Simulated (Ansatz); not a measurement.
**Al (Fm-3m), an elastic constant from a strain scan**

The calculation used DFT PBE, scalar-relativistic, plane waves, PAW in Ansatz. Settings: plane waves to 420 eV, k-mesh 20×20×20 (Γ-centred), Gaussian smearing 0.15 eV. No spin polarisation. Energies are free energies at this smearing, counted from the undisturbed cell; pressure is positive in compression.

Reference structure (as given, not relaxed at this level; it stands at -0.4 GPa):

```yaml
crystal:
  lattice:
    - [0.00000, 2.02398, 2.02398]
    - [2.02398, 0.00000, 2.02398]
    - [2.02398, 2.02398, 0.00000]
  atoms:
    - { symbol: Al, position: [0.00000, 0.00000, 0.00000] }
```

The cell is strained by ε times the Voigt pattern (0, 0, 0, 0, 1, 0) (xx, yy, zz, yz, xz, xy; engineering shear) with fractional coordinates fixed. The cell holds 1 atom in V0 = 16.58 Å³. The stress column is τ = (1/V0) dE/dε, got from the stress tensor σ (compression positive) at each point as −det(1 + εP) σ : P(1 + εP)⁻¹, with P the pattern as a tensor.

```csv
ε,ΔE (meV/atom),τ (GPa)
-0.1312,31.693,-5.397
-0.1125,22.179,-4.374
-0.0937,14.768,-3.284
-0.0750,9.234,-2.463
-0.0562,5.138,-1.776
-0.0375,2.258,-1.187
-0.0187,0.553,-0.574
0.0000,0.000,0.000
0.0187,0.553,0.574
0.0375,2.258,1.187
0.0562,5.138,1.776
0.0750,9.234,2.463
0.0937,14.768,3.284
0.1125,22.179,4.374
0.1312,31.693,5.397
0.1500,?,?
```

Question: Which combination of elastic constants does this scan measure, and how large is it?

Answer: For small ε, τ = τ0 + Kε with K = pᵀCp, which for this pattern is C44 in the cubic axes. The parabola through τ at ε = -0.0187, 0 and 0.0187 has slope K = 31 GPa at zero. The energies per cell, E = NΔE, of the same two points give K = 2[E(ε₊)/ε₊ − E(ε₋)/ε₋]/[(ε₊ − ε₋)V0] = 31 GPa, in agreement.

Question: Predict the withheld row at ε = 0.1500 from the harmonic law, and compare.

Answer: ΔE = V0(τ0 ε + Kε²/2)/N = 35.746 meV/atom and τ = 4.60 GPa. The calculation gives 42.996 meV/atom and 6.21 GPa: the energy lies 20 % above the harmonic value.

In a metal these slopes depend on the k mesh and the smearing.